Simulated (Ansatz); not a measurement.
ZnS: moving S off its site

ZnS, F-43m, a = 5.409 Å (as given, not relaxed at this level: 1.4 GPa). The compound has several low-lying forms, and this is one of them. Ansatz: PBE, PAW, 420 eV, Γ-centred 6×6×6 mesh on 8 atoms, Gaussian smearing 0.05 eV; no spin polarisation.

```
Zn S
1.0
     5.40930    0.00000    0.00000
     0.00000   -5.40930    0.00000
     0.00000    0.00000   -5.40930
Zn S
4 4
Direct
  0.00000 0.50000 0.50000
  0.50000 0.00000 0.50000
  0.50000 0.50000 0.00000
  0.00000 0.00000 0.00000
  0.75000 0.75000 0.75000
  0.25000 0.25000 0.75000
  0.25000 0.75000 0.25000
  0.75000 0.25000 0.25000
```

Atom 5 (S) moves by x along the unit vector (0.000, 1.000, 0.000), with its periodic images; all else is held. y is the free energy of the cell over the start, F the force along the path summed over the moved atoms. Symmetry makes y even in x.

```tsv
x (Å)	y (meV)	F (eV/Å)
-0.2000	178.8	1.78
-0.0667	20.0	0.60
0.0000	0.0	0.00
0.0333	?	?
0.1000	44.9	-0.90
0.1333	79.7	-1.19
0.1667	124.4	-1.49
```

Task: Fit y = c2 x² + c4 x⁴ to the energies of the other rows, give the force constant, and predict energy and force of the missing row.

Result: Least squares on the rows shown. y = 4496.0 x² − 656.97 x⁴. The force constant is 2 c2 = 8.99 eV/Å² (for all images moving together, not for a lone atom). The force −dy/dx at the missing row is -0.30 eV/Å (computed -0.30). At x = 0.0333 the fit asked for gives 5.0 meV. The run gave 5.0 meV, the same to the digits shown.